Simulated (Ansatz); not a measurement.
# Pd (Fm-3m) in Ansatz: reference runs

How does Pd come out in PBEsol? The cell is run as given and disturbed.

All numbers are computed with Ansatz 0.2.0; they aren't measurements. Logs are shortened: lines on timing, memory, paths and dates and some standing lists are left out, and cuts for length are marked.

## (1) The crystal as given

Symmetry: Fm-3m, No. 225, cubic system. The conventional cell has a = 3.893 Å, b = 3.893 Å, c = 3.893 Å, α = 90.00°, β = 90.00°, γ = 90.00°. Pd (site symmetry m-3m) is surrounded by 12 Pd at 2.75 Å.

## (2) Single point, PBEsol

File input.yaml:

```yaml
crystal:
  lattice:
    - [0.0, 1.9465, 1.9465]
    - [1.9465, 0.0, 1.9465]
    - [1.9465, 1.9465, 0.0]
  atoms:
    - { symbol: Pd, position: [0.0, 0.0, 0.0] }
kpoints:
  mp_grid: { grid: [12, 12, 12] }
scf:
  occupations: { method: fermi_dirac, width: 0.05 }
hamiltonian:
  xc: pbesol
  pseudopotentials: { kind: all_electron, lapw: { basis_error: 0.001 } }
output:
  forces: true
  stress: true
  eigenvalues: true
  populations: true
```

Potentials or basis: all-electron LAPW, scalar-relativistic.

Launch:

```
ansatz run input.yaml --threads 1 --pin off --max-ram 3072MiB --backend cpu --events-out ev --progress --plain --runs-dir out
```

Log:

```text
Warning: RAYON_NUM_THREADS=1 ignored (pool sized by the plan → 1); use --threads N
Pd: projections on atomic orbitals take those of the free atom 1s2 2s2 2p6 3s2 3p6 3d10 4s2 4p6 4d10, of charge +0.00 (hamiltonian.pseudopotentials.projection_atoms)
LAPW: plane waves up to 8.362 Å⁻¹, error target 1.0e-3 eV per atom; small_component_spin mean_spin; Pd in spheres of 1.376 Å, 28 of its electrons in bands, Dirac shells [] (how accurate: hamiltonian.pseudopotentials.lapw.basis_error, Limitations)
Engine: ansatz 0.2.0, aarch64-unknown-linux-gnu
Pseudopotentials: kind: all_electron
Pseudopotential: Pd, LAPW, valence charge 28, lapw/all_electron/scalar/gaussian/Pd, Koelling and Harmon's equation, gaussian nucleus
Functional definition: PBEsol
  exchange = pbesol_x
  correlation = pbesol_c
Crystal: 1 atoms, lattice volume = 14.750 Å³
Basis set: ecut = 266.41464447711127 eV, 137 PW (Γ), exchange–correlation at level 2
Bands: 18, of which v1, the nominal top of the filled ones, is band 14 counted from 1 (13 counted from 0)
Symmetry: 48 space group operations
Space group: Fm-3m (ITA 225), of the structure as read, at distance tolerance 2.5e-5 Å
k-points: 72 of 1728
Non-local potential: Pd, projectors of the file, none
Initial density: superposition of atomic densities (chi_scale 0.1, normalization cell)
Initial wavefunctions: plane waves of lowest kinetic energy (no species holds an atomic orbital)
Functional: x = pbesol(κ = 0.804, μ = 0.12345679012345678), c = pbesol(β = 0.046)
iter 1 solved again at ethr=8.26e-4 eV; its pass at ethr=1.00e-1 eV (dr2=2.31e-1 eV) is discarded
SCF iter   1: F=—  HF=-137241.574619 eV  |F-HF|=—  |Δ(HF+E_count)|=         —  Δρ=5.29e-2  dr2=2.32e-1  ethr=8.26e-4  ⟨swp⟩=2.5  Hψ=8252  notcnv=0
preconditioner: auto → LDOS  [metal: Δε(μ)=0.005 eV  Ē_g=13.484 eV  σ=0.050 eV  W_gap=0.03  n_scr=8 (ndim 8)  ℏωp=30.6 eV  f_vac=0.010  D(μ)=2.25/eV (n_scr^D=26)  β→1.0]
SCF iter   2: F=—  HF=-137242.614897 eV  |F-HF|=—  |Δ(HF+E_count)|=    1.04e0  Δρ=3.40e-2  dr2=9.75e-2  ethr=8.26e-4  ⟨swp⟩=3.0  Hψ=4038  notcnv=0
preconditioner: auto → none  [metal: Δε(μ)=0.036 eV  Ē_g=15.389 eV  σ=0.050 eV  W_gap=0.18  n_scr=8 (ndim 8)  ℏωp=30.6 eV  f_vac=0.000  D(μ)=2.23/eV (n_scr^D=26)  β→0.5]
iter 3 solved again at ethr=3.35e-6 eV; its pass at ethr=3.48e-4 eV (dr2=9.39e-4 eV) is discarded
SCF iter   3: F=—  HF=-137240.606453 eV  |F-HF|=—  |Δ(HF+E_count)|=    2.01e0  Δρ=4.96e-3  dr2=9.38e-4  ethr=3.35e-6  ⟨swp⟩=2.3  Hψ=6734  notcnv=0
SCF iter   4: F=—  HF=-137240.506236 eV  |F-HF|=—  |Δ(HF+E_count)|=   1.00e-1  Δρ=9.64e-4  dr2=4.03e-5  ethr=3.35e-6  ⟨swp⟩=3.0  Hψ=4295  notcnv=0
SCF iter   5: F=—  HF=-137240.505187 eV  |F-HF|=—  |Δ(HF+E_count)|=         —  Δρ=3.27e-4  dr2=8.18e-6  ethr=1.44e-7  ⟨swp⟩=3.0  Hψ=3956  notcnv=0
the basis was enlarged: its passes take 260.0 KiB over the memory plan, 1 of 1 planned eigensolver slots
SCF iter   6: F=—  HF=-137240.505187 eV  |F-HF|=—  |Δ(HF+E_count)|=   2.14e-7  Δρ=1.34e-5  dr2=1.22e-8  ethr=2.92e-8  ⟨swp⟩=2.0  Hψ=3662  notcnv=0
SCF iter   7: F=-137240.505186 eV  HF=-137240.505186 eV  |F-HF|=6.26e-9  |Δ(HF+E_count)|=   4.92e-7  Δρ=1.33e-6  dr2=7.09e-11  ethr=4.34e-11  ⟨swp⟩=3.0  Hψ=4033  notcnv=0
SCF 1 converged in 7 iterations: F = -137240.505186 eV  dr2 = 7.09e-11
SCF converged after 7 iterations
Free energy (F): -137240.505186 eV
Harris-Foulkes:  -137240.505186 eV  (|F-HF|=6.26e-9)
Internal energy: -137240.485654 eV  (E = F + TS)
E sigma→0 (E₀):  -137240.495420 eV
Entropy (-TS):   -0.019532 eV (-19.532 meV/atom)
Fermi energy:    21.309112 eV
--- Per-component energies (eV) ---
  E_band       = -3139.809541
  E_kinetic    = 143215.163658
  E_xc         = -3855.357133
  E_electrostatic = -276600.292179  (all electrons and nuclei)
  E_smearing   = -0.019532  (= −TS)
  E_closure    = 0.000000  (closes the sum)
  E_atoms      = -137236.047821  (free atoms, spherical and without spin; not in F)
  Σ components = -137240.505186   (vs F -137240.505186, Δ=0.00e0)
  Basis errors (estimates in eV, not in F): energy 2.1e-4 per atom: plane waves 1.7e-4 (1.2e-4 summed), levels above the bands 1.3e-167, relativity 2.4e-8, radial functions 4.6e-5, core shells 5.4e-8; eigenvalues (radial functions only) 4.3e-6; not estimated: angular momenta, meshes, grids; target (lapw.basis_error) 1.0e-3; muffin-tin radii Pd 1.376 Å
--- Forces (eV/Å), atoms counted from 1 ---
  atom   1  Pd    -0.00000000    -0.00000000    -0.00000000
  max |Σ_I F_I| component: 3.45e-31 eV/Å
--- Stress (GPa, compression-positive) ---
       -2.959112      -0.000000       0.000000
       -0.000000      -2.959112       0.000000
        0.000000       0.000000      -2.959112
  P = ⅓ Tr σ = -2.9591 GPa (-29.591 kbar)
--- Band table (eV; the first three rows and the last of 72) ---
  k-point 0: bands = ["-303.0789", "-303.0789", "-303.0789", "-303.0550", "-303.0550", "-62.7459", "-28.2638", "-28.2638", "-28.2638", "14.0852", "18.4665", "18.4665", "18.4665", "20.1017", "20.1017", "38.2665", "42.9747", "42.9747"]
  k-point 1: bands = ["-303.0789", "-303.0789", "-303.0789", "-303.0550", "-303.0550", "-62.7422", "-28.2921", "-28.2678", "-28.2678", "14.3360", "18.3793", "18.5519", "18.5519", "20.0623", "20.0623", "38.5214", "41.5575", "43.2664"]
  k-point 2: bands = ["-303.0789", "-303.0789", "-303.0789", "-303.0550", "-303.0550", "-62.7322", "-28.3690", "-28.2788", "-28.2788", "15.0160", "18.2265", "18.7254", "18.7254", "20.0351", "20.0351", "38.4143", "39.5895", "44.0349"]
  k-point 71: bands = ["-303.0789", "-303.0789", "-303.0789", "-303.0550", "-303.0550", "-62.6728", "-28.5381", "-28.5381", "-28.4221", "16.9702", "17.9113", "17.9113", "19.9992", "21.6220", "30.1606", "30.1606", "31.6243", "32.8808"]
--- Löwdin populations: 1 site ---
  site symbol       q [e]
     0     Pd     45.3446
  spilling = 0.014248 (of n_electrons = 46.000000)
```

Run time: 5.1 s. Hardware: 1 thread of Arm Neoverse V2, shared host; peak memory 0.27 GiB.

What came out:

```yaml
Free_energy: -137240.5052 eV
Pressure: -3.0 GPa
Band_gap_on_the_k_mesh: none (metal or under the smearing width)
```

## (3) Equation of state, PBEsol

Potentials or basis: all-electron LAPW, scalar-relativistic.

This step only gathers the single runs of the series.

What came out:

```yaml
Equilibrium_volume: 14.53 Å³/atom
Bulk_modulus: 205 GPa
Pressure_derivative_of_the_bulk_modulus: 5.6
```

Energy against volume, from the lowest point:
| volume (Å³/atom) | energy (meV/atom) |
| --- | --- |
| 13.865 | 21.33 |
| 14.160 | 6.13 |
| 14.455 | 0.00 |
| 14.750 | 1.82 |
| 15.045 | 10.58 |
| 15.340 | 25.38 |
| 15.635 | 45.49 |

## (4) Single point, PBEsol (cell strained at random at fixed volume)

Edit input.yaml of step 2 so:

```diff
@@ -2,7 +2,7 @@
   lattice:
-    - [0.0, 1.9465, 1.9465]
-    - [1.9465, 0.0, 1.9465]
-    - [1.9465, 1.9465, 0.0]
+    - [-0.011126, 1.955217, 1.941862]
+    - [1.971074, 0.006341, 1.924395]
+    - [1.964441, 1.931118, 0.012973]
   atoms:
-    - { symbol: Pd, position: [0.0, 0.0, 0.0] }
+    - { symbol: Pd, position: [0.023837, -0.016987, -0.002967] }
 kpoints:
```

Potentials or basis: all-electron LAPW, scalar-relativistic.

Launch:

```
ansatz run input.yaml --threads 1 --pin off --max-ram 3072MiB --backend cpu --events-out ev --progress --plain --runs-dir out
```

Log:

```text
Warning: RAYON_NUM_THREADS=1 ignored (pool sized by the plan → 1); use --threads N
Pd: projections on atomic orbitals take those of the free atom 1s2 2s2 2p6 3s2 3p6 3d10 4s2 4p6 4d10, of charge +0.00 (hamiltonian.pseudopotentials.projection_atoms)
LAPW: plane waves up to 8.500 Å⁻¹, error target 1.0e-3 eV per atom; small_component_spin mean_spin; Pd in spheres of 1.356 Å, 28 of its electrons in bands, Dirac shells [] (how accurate: hamiltonian.pseudopotentials.lapw.basis_error, Limitations)
[... 6 set-up lines as earlier in the session ...]
Crystal: 1 atoms, lattice volume = 14.750 Å³
Basis set: ecut = 275.2838340753025 eV, 169 PW (Γ), exchange–correlation at level 2
Bands: 18, of which v1, the nominal top of the filled ones, is band 14 counted from 1 (13 counted from 0)
Symmetry: 2 space group operations
Space group: P-1 (ITA 2), of the structure as read, at distance tolerance 2.5e-5 Å
k-points: 868 of 1728
[... 4 set-up lines as earlier in the session ...]
iter 1 solved again at ethr=1.02e-3 eV; its pass at ethr=1.00e-1 eV (dr2=2.85e-1 eV) is discarded
[... 10 lines left out ...]
SCF 1 converged in 7 iterations: F = -137240.503142 eV  dr2 = 1.47e-9
SCF converged after 7 iterations
Free energy (F): -137240.503142 eV
Harris-Foulkes:  -137240.503142 eV  (|F-HF|=3.83e-8)
Internal energy: -137240.484102 eV  (E = F + TS)
E sigma→0 (E₀):  -137240.493622 eV
Entropy (-TS):   -0.019040 eV (-19.040 meV/atom)
Fermi energy:    21.309969 eV
--- Per-component energies (eV) ---
  E_band       = -3139.774635
  E_kinetic    = 143215.207187
  E_xc         = -3855.365494
  E_electrostatic = -276600.325795  (all electrons and nuclei)
  E_smearing   = -0.019040  (= −TS)
  E_closure    = 0.000000  (closes the sum)
  E_atoms      = -137236.047821  (free atoms, spherical and without spin; not in F)
  Σ components = -137240.503142   (vs F -137240.503142, Δ=0.00e0)
  Basis errors (estimates in eV, not in F): energy 2.4e-4 per atom: plane waves 2.0e-4 (1.0e-4 summed), levels above the bands 4.7e-167, relativity 2.4e-8, radial functions 3.5e-5, core shells 8.7e-8; eigenvalues (radial functions only) 8.8e-6; not estimated: angular momenta, meshes, grids; target (lapw.basis_error) 1.0e-3; muffin-tin radii Pd 1.356 Å
--- Forces (eV/Å), atoms counted from 1 ---
  atom   1  Pd     0.00000000     0.00000000     0.00000000
  max |Σ_I F_I| component: 0.00e0 eV/Å
--- Stress (GPa, compression-positive) ---
       -3.742305       0.597479       0.191413
        0.597479      -2.588874      -1.330595
        0.191413      -1.330595      -2.263809
  P = ⅓ Tr σ = -2.8650 GPa (-28.650 kbar)
--- Band table (eV; the first three rows and the last of 868) ---
  k-point 0: bands = ["-303.0864", "-303.0793", "-303.0681", "-303.0548", "-303.0485", "-62.7445", "-28.2723", "-28.2610", "-28.2532", "14.0856", "18.3182", "18.4664", "18.6155", "19.9988", "20.2094", "38.2674", "42.5908", "42.9341"]
  k-point 1: bands = ["-303.0864", "-303.0793", "-303.0681", "-303.0548", "-303.0485", "-62.7406", "-28.2999", "-28.2663", "-28.2582", "14.3415", "18.3545", "18.5250", "18.6146", "19.9575", "20.1547", "38.5474", "41.7058", "43.0282"]
  k-point 2: bands = ["-303.0864", "-303.0793", "-303.0681", "-303.0548", "-303.0485", "-62.7300", "-28.3789", "-28.2790", "-28.2693", "15.0356", "18.2613", "18.6673", "18.7906", "19.9335", "20.0805", "38.6522", "39.5653", "43.7763"]
  k-point 867: bands = ["-303.0864", "-303.0793", "-303.0681", "-303.0548", "-303.0485", "-62.6902", "-28.6725", "-28.3281", "-28.3150", "15.9752", "18.2307", "18.6246", "21.3055", "21.3083", "22.2291", "28.5594", "37.6527", "41.8597"]
--- Löwdin populations: 1 site ---
  site symbol       q [e]
     0     Pd     45.3453
  spilling = 0.014232 (of n_electrons = 46.000000)
```

It took 57 s on 1 thread of Arm Neoverse V2, shared host; peak memory 0.9 GiB.

Results:

* Free energy: -137240.5031 eV
* Pressure: -2.9 GPa
* Band gap on the k mesh: none (metal or under the smearing width)

## (5) Overview

```tsv
task	cell	cutoff (eV)	basis error allowed	gap on the mesh (eV)	pressure (GPa)
single point	as given	266	0.001 eV/atom	none	-3.0
equation of state	as given	-	0.0005 eV/atom	-	-
single point	cell strained at random at fixed volume	275	0.001 eV/atom	none	-2.9
```

Alike in all rows: level PBEsol; potentials or basis all-electron LAPW, scalar-relativistic; no spin polarisation; k mesh 12 × 12 × 12; smearing fermi-dirac 0.05 eV.

Compare energies only between runs with the same functional and basis.
